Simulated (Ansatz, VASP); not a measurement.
## Al35PtN35 (V_N-Pt_Al) in two plane-wave programs

One calculation is typed for both programs; each brings its own data sets. How far apart do they land? The structure shown is the start of the Ansatz relaxation below; VASP solves that cell, so the two are compared at the walk's first step.

Method: plane waves, with VASP 6.6.1 beside it; single point at r2SCAN, in Ansatz 0.2.0.

**1. The starting structure**

The cell holds 71 atoms: 35 Al, 35 N and 1 Pt. Its edges and angles: a = 9.320 Å, b = 9.320 Å, c = 9.956 Å, α = 90.0°, β = 90.0°, γ = 120.0°. It derives from AlN (AlN (P6_3mc)). Nearest the centre at fractional (0.667, 0.500, 0.470): Pt71 at 0.92 Å, Al17 at 2.33 Å, Al18 at 2.35 Å, N66 at 2.35 Å, Al14 at 2.37 Å, N67 at 2.40 Å, N63 at 2.42 Å, Al19 at 2.92 Å.

Coordinates:

```xyz
71
Lattice="9.3196 0.0000 0.0000 -4.6598 8.0710 0.0000 0.0000 0.0000 9.9565" Properties=species:S:1:pos:R:3 pbc="T T T"
Al    1.5276    0.9365    2.5015
Al    0.0142    1.7998    4.9267
Al    1.5612    0.9389    7.4891
Al    0.0123    1.7456    9.9452
Al   -0.0192    3.6081    2.5263
Al   -1.5127    4.5073    4.9919
Al    0.0385    3.6068    7.4884
Al   -1.5360    4.5307    9.9490
Al   -1.5082    6.2719    2.5061
Al   -3.0810    7.1758    5.0173
Al   -1.5041    6.2797    7.4724
Al   -3.0626    7.1781    0.0195
Al    4.6226    0.8717    2.4631
Al    3.1088    1.8098    4.9270
Al    4.6873    0.9377    7.4717
Al    3.0715    1.8061    9.9191
Al    3.1407    3.6017    2.5187
Al    1.5985    4.4921    4.9546
Al    3.1488    3.5606    7.4612
Al    1.5335    4.4439    0.0186
Al    1.5859    6.2452    2.5050
Al    0.0129    7.1438    5.0118
Al    1.5169    6.2624    7.4325
Al   -0.0460    7.1776    9.9332
Al    7.7614    0.9184    2.5300
Al    6.1735    1.7873    4.9443
Al    7.7825    0.9437    7.4691
Al    6.2180    1.7467    9.9358
Al    6.1921    3.6005    2.5285
Al    6.2321    3.5486    7.4379
Al    4.6537    4.5326    9.9432
Al    4.6547    6.3179    2.4563
Al    3.1041    7.1263    4.9883
Al    4.6186    6.2708    7.4359
Al    3.1056    7.1548    0.0421
N     1.5688    0.8811    4.3399
N     0.0025    1.7614    1.9339
N     1.5625    0.8635    9.3992
N    -0.0439    1.7750    6.8890
N    -0.0360    3.5800    4.4188
N    -1.5487    4.5333    1.8900
N    -0.0292    3.5942    9.4030
N    -1.5647    4.5310    6.8860
N    -1.5154    6.2940    4.3567
N    -3.0973    7.1970    1.8521
N    -1.5556    6.2275    9.3641
N    -3.0655    7.1998    6.8868
N     4.6661    0.8516    4.4053
N     3.0706    1.7659    1.8745
N     4.6150    0.8965    9.3854
N     3.0853    1.7484    6.8698
N     1.5772    4.5016    1.8555
N     3.1005    3.6346    9.3773
N     1.5409    4.4942    6.8266
N     1.5569    6.2507    4.4269
N    -0.0335    7.2109    1.8899
N     1.5849    6.3153    9.3552
N     0.0126    7.1262    6.8802
N     7.7257    0.9259    4.3859
N     6.2245    1.7882    1.9441
N     7.8109    0.9071    9.3430
N     6.2551    1.7687    6.8846
N     6.2460    3.6246    4.3873
N     4.6855    4.4685    1.8557
N     6.2407    3.5506    9.3429
N     4.6522    4.4348    6.8681
N     4.6842    6.2765    4.3412
N     3.0713    7.1982    1.8696
N     4.6396    6.2954    9.4051
N     3.0762    7.1895    6.8373
Pt    4.6305    4.4624    5.0086
```

**2. Ansatz: relaxation, r2SCAN**

Ansatz runs on its PAW soft_1 files.

The two programs are compared at the cell with which this relaxation starts, whose forces are those of its first step.

File input.yaml:

```yaml
crystal:
  lattice:
    - [9.31956554, 9.0e-08, 0.0]
    - [-4.65978284, 8.07098046, 0.0]
    - [0.0, 0.0, 9.95647772]
  atoms:
    - { symbol: Al, position: [0.22222222, 0.11111111, 0.24960167] }
    - { symbol: Al, position: [0.11111111, 0.22222222, 0.49960167] }
    - { symbol: "N", position: [0.22222222, 0.11111111, 0.44039833] }
    - { symbol: "N", position: [0.11111111, 0.22222222, 0.19039833] }
    - { symbol: Al, position: [0.22222222, 0.11111111, 0.74960167] }
    - { symbol: Al, position: [0.11111111, 0.22222222, 0.99960167] }
    - { symbol: "N", position: [0.22222222, 0.11111111, 0.94039833] }
    - { symbol: "N", position: [0.11111111, 0.22222222, 0.69039833] }
    - { symbol: Al, position: [0.22222222, 0.44444444, 0.24960167] }
    - { symbol: Al, position: [0.11111111, 0.55555556, 0.49960167] }
    - { symbol: "N", position: [0.22222222, 0.44444444, 0.44039833] }
    - { symbol: "N", position: [0.11111111, 0.55555556, 0.19039833] }
    - { symbol: Al, position: [0.22222222, 0.44444444, 0.74960167] }
    - { symbol: Al, position: [0.11111111, 0.55555556, 0.99960167] }
    - { symbol: "N", position: [0.22222222, 0.44444444, 0.94039833] }
    - { symbol: "N", position: [0.11111111, 0.55555556, 0.69039833] }
    - { symbol: Al, position: [0.22222222, 0.77777778, 0.24960167] }
    - { symbol: Al, position: [0.11111111, 0.88888889, 0.49960167] }
    - { symbol: "N", position: [0.22222222, 0.77777778, 0.44039833] }
    - { symbol: "N", position: [0.11111111, 0.88888889, 0.19039833] }
    - { symbol: Al, position: [0.22222222, 0.77777778, 0.74960167] }
    - { symbol: Al, position: [0.11111111, 0.88888889, 0.99960167] }
    - { symbol: "N", position: [0.22222222, 0.77777778, 0.94039833] }
    - { symbol: "N", position: [0.11111111, 0.88888889, 0.69039833] }
    - { symbol: Al, position: [0.55555556, 0.11111111, 0.24960167] }
    - { symbol: Al, position: [0.44444444, 0.22222222, 0.49960167] }
    - { symbol: "N", position: [0.55555556, 0.11111111, 0.44039833] }
    - { symbol: "N", position: [0.44444444, 0.22222222, 0.19039833] }
    - { symbol: Al, position: [0.55555556, 0.11111111, 0.74960167] }
    - { symbol: Al, position: [0.44444444, 0.22222222, 0.99960167] }
    - { symbol: "N", position: [0.55555556, 0.11111111, 0.94039833] }
    - { symbol: "N", position: [0.44444444, 0.22222222, 0.69039833] }
    - { symbol: Al, position: [0.55555556, 0.44444444, 0.24960167] }
    - { symbol: Al, position: [0.44444444, 0.55555556, 0.49960167] }
    - { symbol: "N", position: [0.44444444, 0.55555556, 0.19039833] }
    - { symbol: Al, position: [0.55555556, 0.44444444, 0.74960167] }
    - { symbol: Al, position: [0.44444444, 0.55555556, 0.99960167] }
    - { symbol: "N", position: [0.55555556, 0.44444444, 0.94039833] }
    - { symbol: "N", position: [0.44444444, 0.55555556, 0.69039833] }
    - { symbol: Al, position: [0.55555556, 0.77777778, 0.24960167] }
    - { symbol: Al, position: [0.44444444, 0.88888889, 0.49960167] }
    - { symbol: "N", position: [0.55555556, 0.77777778, 0.44039833] }
    - { symbol: "N", position: [0.44444444, 0.88888889, 0.19039833] }
    - { symbol: Al, position: [0.55555556, 0.77777778, 0.74960167] }
    - { symbol: Al, position: [0.44444444, 0.88888889, 0.99960167] }
    - { symbol: "N", position: [0.55555556, 0.77777778, 0.94039833] }
    - { symbol: "N", position: [0.44444444, 0.88888889, 0.69039833] }
    - { symbol: Al, position: [0.88888889, 0.11111111, 0.24960167] }
    - { symbol: Al, position: [0.77777778, 0.22222222, 0.49960167] }
    - { symbol: "N", position: [0.88888889, 0.11111111, 0.44039833] }
    - { symbol: "N", position: [0.77777778, 0.22222222, 0.19039833] }
    - { symbol: Al, position: [0.88888889, 0.11111111, 0.74960167] }
    - { symbol: Al, position: [0.77777778, 0.22222222, 0.99960167] }
    - { symbol: "N", position: [0.88888889, 0.11111111, 0.94039833] }
    - { symbol: "N", position: [0.77777778, 0.22222222, 0.69039833] }
    - { symbol: Al, position: [0.88888889, 0.44444444, 0.24960167] }
    - { symbol: Pt, position: [0.77777778, 0.55555556, 0.49960167] }
    - { symbol: "N", position: [0.88888889, 0.44444444, 0.44039833] }
    - { symbol: "N", position: [0.77777778, 0.55555556, 0.19039833] }
    - { symbol: Al, position: [0.88888889, 0.44444444, 0.74960167] }
    - { symbol: Al, position: [0.77777778, 0.55555556, 0.99960167] }
    - { symbol: "N", position: [0.88888889, 0.44444444, 0.94039833] }
    - { symbol: "N", position: [0.77777778, 0.55555556, 0.69039833] }
    - { symbol: Al, position: [0.88888889, 0.77777778, 0.24960167] }
    - { symbol: Al, position: [0.77777778, 0.88888889, 0.49960167] }
    - { symbol: "N", position: [0.88888889, 0.77777778, 0.44039833] }
    - { symbol: "N", position: [0.77777778, 0.88888889, 0.19039833] }
    - { symbol: Al, position: [0.88888889, 0.77777778, 0.74960167] }
    - { symbol: Al, position: [0.77777778, 0.88888889, 0.99960167] }
    - { symbol: "N", position: [0.88888889, 0.77777778, 0.94039833] }
    - { symbol: "N", position: [0.77777778, 0.88888889, 0.69039833] }
  host:
    repeats: [3, 3, 2]
    atoms:
      - { symbol: Al, position: [0.66666667, 0.33333333, 0.49920333] }
      - { symbol: Al, position: [0.33333333, 0.66666667, 0.99920333] }
      - { symbol: "N", position: [0.66666667, 0.33333333, 0.88079667] }
      - { symbol: "N", position: [0.33333333, 0.66666667, 0.38079667] }
basis:
  ecutwfc: 500
  xc_grid: 2
hamiltonian:
  xc: r2scan
  pseudopotentials: { kind: paw, azcp: { folder: soft_1 } }
kpoints:
  mp_grid: { grid: [1, 1, 1], shift: [0.25, 0.25, 0.25] }
scf:
  occupations: { method: fixed }
  max_iter: 60
output:
  forces: true
  charged_corrections:
    epsilon: [4.49, 4.49, 4.72]
    static_epsilon: [8.15, 8.15, 9.65]
    defect_position: [0.666667, 0.5, 0.47]
relax:
  f_tol: 0.02
  max_steps: 80
  random_displacement: { amplitude: 0.05, seed: 6481 }
checkpoint:
  write: "../q0.relax.run"
  compress: false
  write_wavefunctions: true
  write_every: 100000
```

Launch:

```bash
$ ansatz run input.yaml --threads 4 --pin off --max-ram 15073MiB --backend cpu --events-out ev --progress --plain --runs-dir out
```

Numbers of over 12 decimals in the logs are rounded to 6 here.

What it wrote:

```text
Engine: ansatz 0.2.0, aarch64-unknown-linux-gnu
Pseudopotentials: kind: paw
Pseudopotential: Al, paw, valence charge 3, recommended cutoff 500 eV (meta_gga), soft_1/Al.paw.azcp
Pseudopotential: N, paw, valence charge 5, recommended cutoff 500 eV (meta_gga), soft_1/N.paw.azcp
Pseudopotential: Pt, paw, valence charge 18, recommended cutoff 500 eV (meta_gga), soft_1/Pt.paw.azcp
Functional definition: r2SCAN
  parameter k0 = 0.174
  parameter k1 = 0.065
  parameter a1 = 4.9479
  exchange = r2scan_x(k0 = k0, k1 = k1, a1 = a1)
  correlation = r2scan_c
Crystal: 71 atoms, lattice volume = 748.907 Å³
Basis set: ecut = 500 eV, 18913 PW (Γ), exchange–correlation on 144×144×150 points (8 copies of the dense FFT grid, shifted against one another)
Bands: 220, of which v1, the nominal top of the filled ones, is band 149 counted from 1 (148 counted from 0)
Symmetry: 1 space group operations
k-points: 1
Non-local potential: Al, projectors of the file, l = 0: 2, l = 1: 2, l = 2: 1
Non-local potential: N, projectors of the file, l = 0: 2, l = 1: 2, l = 2: 1
Non-local potential: Pt, projectors of the file, l = 0: 3, l = 1: 2, l = 2: 2, l = 3: 1
PAW form: soft (Blöchl's): semilocal exchange-correlation on the pseudo side does not see the compensation charge
PAW frozen core: Al, regenerated for the run's functional (the file was generated under x = pbe(κ = 0.804, μ = 0.219515), c = pbe(β = 0.066725))
PAW frozen core: N, regenerated for the run's functional (the file was generated under x = pbe(κ = 0.804, μ = 0.219515), c = pbe(β = 0.066725))
PAW frozen core: Pt, regenerated for the run's functional (the file was generated under x = pbe(κ = 0.804, μ = 0.219515), c = pbe(β = 0.066725))
PAW one-centre angular grid: Al, 302 points (default); XC on 160 Gauss nodes
PAW one-centre angular grid: N, 302 points (default); XC on 160 Gauss nodes
PAW one-centre angular grid: Pt, 590 points (default); XC on 160 Gauss nodes
Initial density: superposition of atomic densities (chi_scale 0.1, normalization cell, long waves kept (reshape's long-wave potential 0.24 eV rms))
Initial wavefunctions: pseudopotential atomic-orbital guess
Functional: x = r2scan, c = r2scan; τ floored in thin density (d = 2e-4 eV/Å³)
SCF iter   1: F=—  HF=-45060.382628 eV  |F-HF|=—  |Δ(HF+E_count)|=         —  Δρ=1.33e-1  dr2=1.61e2  dr2_τ=1.90e1  ethr=3.10e-3  ⟨swp⟩=6.0  Hψ=826  notcnv=0  defer=67
preconditioner: auto → Resta (q_TF=auto, 2.340 Å⁻¹)  ε∞=3.4  [insulator: Δε(μ)=0.111 eV  Ē_g=14.895 eV  n_scr=162 (ndim 8)  ℏωp=23.1 eV  f_vac=0.000  ε∞_Penn≈3.4]
SCF iter   2: F=—  HF=-45021.982354 eV  |F-HF|=—  |Δ(HF+E_count)|=    3.84e1  Δρ=4.73e-2  dr2=1.17e1  dr2_τ=3.95e0  ethr=3.10e-3  ⟨swp⟩=4.0  Hψ=529  notcnv=0  defer=67
SCF iter   3: F=—  HF=-45025.401935 eV  |F-HF|=—  |Δ(HF+E_count)|=    3.42e0  Δρ=2.53e-2  dr2=3.37e0  dr2_τ=3.00e-1  ethr=3.10e-3  ⟨swp⟩=3.0  Hψ=380  notcnv=0  defer=67
SCF iter   4: F=—  HF=-45026.035844 eV  |F-HF|=—  |Δ(HF+E_count)|=   6.34e-1  Δρ=1.63e-2  dr2=2.33e0  dr2_τ=4.08e-1  ethr=1.13e-3  ⟨swp⟩=3.0  Hψ=382  notcnv=0  defer=68
SCF iter   5: F=—  HF=-45025.680098 eV  |F-HF|=—  |Δ(HF+E_count)|=   3.56e-1  Δρ=2.67e-3  dr2=4.03e-2  dr2_τ=6.71e-3  ethr=7.83e-4  ⟨swp⟩=3.0  Hψ=380  notcnv=0  defer=68
SCF iter   6: F=—  HF=-45025.678180 eV  |F-HF|=—  |Δ(HF+E_count)|=   1.92e-3  Δρ=1.55e-3  dr2=1.08e-2  dr2_τ=1.19e-3  ethr=1.35e-5  ⟨swp⟩=3.0  Hψ=296  notcnv=0  defer=69
SCF iter   7: F=—  HF=-45025.680249 eV  |F-HF|=—  |Δ(HF+E_count)|=   2.07e-3  Δρ=2.03e-3  dr2=1.79e-2  dr2_τ=2.00e-3  ethr=3.63e-6  ⟨swp⟩=2.0  Hψ=304  notcnv=0  defer=69
SCF iter   8: F=—  HF=-45025.679110 eV  |F-HF|=—  |Δ(HF+E_count)|=   1.14e-3  Δρ=6.23e-4  dr2=1.72e-3  dr2_τ=7.90e-5  ethr=3.63e-6  ⟨swp⟩=2.0  Hψ=159  notcnv=0  defer=69
SCF iter   9: F=—  HF=-45025.678488 eV  |F-HF|=—  |Δ(HF+E_count)|=   6.22e-4  Δρ=1.15e-4  dr2=7.72e-5  dr2_τ=5.59e-6  ethr=5.76e-7  ⟨swp⟩=2.0  Hψ=221  notcnv=0  defer=67
SCF iter  10: F=—  HF=-45025.678486 eV  |F-HF|=—  |Δ(HF+E_count)|=   1.68e-6  Δρ=7.33e-5  dr2=2.53e-5  dr2_τ=3.12e-6  ethr=2.59e-8  ⟨swp⟩=2.0  Hψ=285  notcnv=0  defer=67
SCF iter  11: F=-45025.678483 eV  HF=-45025.678485 eV  |F-HF|=2.34e-6  |Δ(HF+E_count)|=   1.39e-6  Δρ=3.25e-5  dr2=4.90e-6  dr2_τ=1.95e-7  ethr=3.36e-9  ⟨swp⟩=4.0  Hψ=523  notcnv=0
SCF 1 converged in 11 iterations: F = -45025.678483 eV  dr2 = 4.90e-6
  greatest PAW one-centre occupation: 1.000 electrons in one spin orbital (limit 2), on the Pt atom at site 56 (counted from 0), in its partial waves of l = 0
relax step   1: F+E_penalty+E_count = -45025.67848267 eV  Δ(F+E_penalty+E_count) = +0.000e0 eV  max|allowed force component| = 4.899e0 eV/Å  Δτ_max = 0.0000 Å  (11 SCF iters, dr2 threshold 1.00e-5 eV, accepted)
Initial density: handed on by an earlier stage of this run
Initial wavefunctions: those handed on with the density
[...]
atom  59  N      0.00100114     0.00101844    -0.00124234
  atom  60  Al    -0.00233707    -0.00072943     0.00137028
  atom  61  Al     0.00274959     0.00075078     0.00151717
  atom  62  N      0.00119007     0.00002597    -0.00015159
  atom  63  N      0.00029378     0.00022312     0.00204835
  atom  64  Al     0.00096213    -0.00169260     0.00048480
  atom  65  Al     0.00001182     0.00041567     0.00035193
  atom  66  N      0.00026114    -0.00227826    -0.00170382
  atom  67  N      0.00014310     0.00017148     0.00093700
  atom  68  Al    -0.00150623    -0.00184683     0.00103866
  atom  69  Al    -0.00016221     0.00057495    -0.00027785
  atom  70  N      0.00052817     0.00137618     0.00009225
  atom  71  N     -0.00040978     0.00039524     0.00143815
  max |Σ_I F_I| component: 3.55e-2 eV/Å
--- Band table (eV) ---
  k-point 0: bands = [... 145 lower, 6.9607, 7.0021, 7.9756, 8.1925, 8.8043, 12.4784, 12.5194, 12.9008, ... 67 higher]
--- Relaxed structure (10 steps of the walk, 9 accepted, 0 SCFs on fresh bases) ---
  F+E_penalty+E_count = -45030.35037024 eV   max|allowed force component| = 7.161e-3 eV/Å
  atoms:
    - { symbol: Al, position: [0.223009, 0.110581, 0.252815] }
    - { symbol: Al, position: [0.118260, 0.225480, 0.499977] }
    - { symbol: N, position: [0.236852, 0.119896, 0.442928] }
    - { symbol: N, position: [0.113468, 0.223022, 0.192026] }
    - { symbol: Al, position: [0.219901, 0.108941, 0.750044] }
    - { symbol: Al, position: [0.110676, 0.221880, 1.001197] }
    - { symbol: N, position: [0.220140, 0.109947, 0.940976] }
    - { symbol: N, position: [0.111756, 0.222201, 0.690970] }
    - { symbol: Al, position: [0.222988, 0.445557, 0.252308] }
    - { symbol: Al, position: [0.117259, 0.558158, 0.501166] }
    - { symbol: N, position: [0.236050, 0.449839, 0.442394] }
    - { symbol: N, position: [0.112182, 0.555916, 0.189535] }
    - { symbol: Al, position: [0.220180, 0.443974, 0.750224] }
    - { symbol: Al, position: [0.109707, 0.555476, 0.999031] }
    - { symbol: N, position: [0.220181, 0.443795, 0.941013] }
    - { symbol: N, position: [0.110486, 0.555671, 0.691803] }
    - { symbol: Al, position: [0.222963, 0.778160, 0.250620] }
    - { symbol: Al, position: [0.116427, 0.892812, 0.500347] }
    - { symbol: N, position: [0.225363, 0.779627, 0.440744] }
    - { symbol: N, position: [0.112075, 0.888962, 0.189534] }
    - { symbol: Al, position: [0.221645, 0.777521, 0.750535] }
    - { symbol: Al, position: [0.109477, 0.887347, 0.999048] }
    - { symbol: N, position: [0.221672, 0.777729, 0.940895] }
    - { symbol: N, position: [0.110217, 0.887201, 0.691388] }
    - { symbol: Al, position: [0.557890, 0.110759, 0.251041] }
    - { symbol: Al, position: [0.461540, 0.228663, 0.503639] }
    - { symbol: N, position: [0.559603, 0.108314, 0.440268] }
    - { symbol: N, position: [0.444392, 0.220626, 0.190784] }
    - { symbol: Al, position: [0.555300, 0.109797, 0.751255] }
    - { symbol: Al, position: [0.442033, 0.218980, 0.998888] }
    - { symbol: N, position: [0.554893, 0.110566, 0.941474] }
    - { symbol: N, position: [0.442428, 0.219132, 0.694251] }
    - { symbol: Al, position: [0.548304, 0.441251, 0.239258] }
    - { symbol: Al, position: [0.461498, 0.566003, 0.503637] }
    - { symbol: N, position: [0.444268, 0.557006, 0.190150] }
    - { symbol: Al, position: [0.548956, 0.440868, 0.750312] }
    - { symbol: Al, position: [0.442137, 0.556517, 0.998601] }
    - { symbol: N, position: [0.553634, 0.443649, 0.943995] }
    - { symbol: N, position: [0.442766, 0.556182, 0.694317] }
    - { symbol: Al, position: [0.557864, 0.780551, 0.250881] }
    - { symbol: Al, position: [0.445894, 0.889533, 0.500694] }
    - { symbol: N, position: [0.559630, 0.784611, 0.440259] }
    - { symbol: N, position: [0.445085, 0.889060, 0.190402] }
    - { symbol: Al, position: [0.555398, 0.778840, 0.751169] }
    - { symbol: Al, position: [0.443692, 0.888517, 1.000723] }
    - { symbol: N, position: [0.554900, 0.778260, 0.941301] }
    - { symbol: N, position: [0.443802, 0.888308, 0.691535] }
[...]
- { symbol: N, position: [0.895008, 0.114745, 0.441124] }
[...]
- { symbol: Al, position: [0.777664, 0.222169, 0.999225] }
[...]
- { symbol: Al, position: [0.893454, 0.441762, 0.255590] }
    - { symbol: Pt, position: [0.708992, 0.518862, 0.466973] }
    - { symbol: N, position: [0.902937, 0.438423, 0.440591] }
    - { symbol: N, position: [0.776326, 0.554454, 0.206226] }
    - { symbol: Al, position: [0.885433, 0.443126, 0.742295] }
    - { symbol: Al, position: [0.775623, 0.554364, 1.000180] }
    - { symbol: N, position: [0.885838, 0.445810, 0.938491] }
    - { symbol: N, position: [0.764494, 0.547732, 0.682929] }
    - { symbol: Al, position: [0.893234, 0.785125, 0.256003] }
    - { symbol: Al, position: [0.782099, 0.892135, 0.500070] }
    - { symbol: N, position: [0.902969, 0.799980, 0.439554] }
    - { symbol: N, position: [0.778902, 0.889385, 0.188968] }
    - { symbol: Al, position: [0.885240, 0.774790, 0.741512] }
    - { symbol: Al, position: [0.777614, 0.888628, 0.998998] }
    - { symbol: N, position: [0.885646, 0.773422, 0.938152] }
    - { symbol: N, position: [0.776699, 0.889343, 0.691323] }
```

(Part 1 of 2 ends here.)

[Lines on the potential files, build, host, timing and source positions are cut from VASP's logs without a mark.]

[Logs are printed without paths, hosts, clocks, repeated set-up lines and the standing remarks that a program may print on its own settings, such as how far it seeks lower states.]

[Hosts, paths, dates, database ids (printed as entryN), source tags and the programs' standing remarks are cut or masked in the printed files.]
